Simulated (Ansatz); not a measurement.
The system is V.

```
V
1.0
     2.60429    0.00000    0.00000
    -1.30215    2.25538    0.00000
     0.00000    0.00000    4.72334
V
2
Direct
  0.33333 0.66667 0.25000
  0.66667 0.33333 0.75000
```

This isn't the form of V at room conditions, which is bcc.

- Program: Ansatz 0.2.0
- Task: relaxation of cell and atoms
- Functional: PBE
- Dispersion: D4
- Potentials or basis: Ansatz PAW
- Cutoff: 420 eV (not typed: the program's choice for these potentials)
- k mesh: 12 × 12 × 6
- Occupations: fermi-dirac, width 0.05 eV
- Spin: collinear spin, ferromagnetic start
- Starting moments: [2.0, 2.0] μB

At the start: volume 13.87 Å³/atom.

Q: How do energy, volume and symmetry change on relaxing?

A: It ends after 6 steps and the volume is 13.55 Å³/atom (-2.3 %); space group P6_3/mmc (No. 194, to 0.05 Å); moment 0.00 μB per cell.

Step by step:
```tsv
step	energy change (eV)	largest force (eV/Å)	volume (Å³)
1	0.0000	0.0000	27.74
2	-0.0077	0.0000	26.88
3	-0.0091	0.0000	27.12
4	-0.0091	0.0000	27.10
5	-0.0091	0.0000	27.09
6	-0.0088	0.0000	27.09
```

Final structure:
```cif
data_structure
_symmetry_space_group_name_H-M 'P 1'
_symmetry_Int_Tables_number 1
_cell_length_a 2.5885
_cell_length_b 2.5885
_cell_length_c 4.6690
_cell_angle_alpha 90.000
_cell_angle_beta 90.000
_cell_angle_gamma 120.000
_cell_volume 27.09
loop_
_atom_site_label
_atom_site_type_symbol
_atom_site_fract_x
_atom_site_fract_y
_atom_site_fract_z
_atom_site_occupancy
V1 V 0.33333 0.66667 0.25000 1
V2 V 0.66667 0.33333 0.75000 1
```

Caveat: the plane-wave basis is chosen anew once the cell has moved, so the energies of steps on either side of that aren't comparable; pairwise dispersion overbinds metals, which lowers pressure and volume; the starting moments weren't kept.
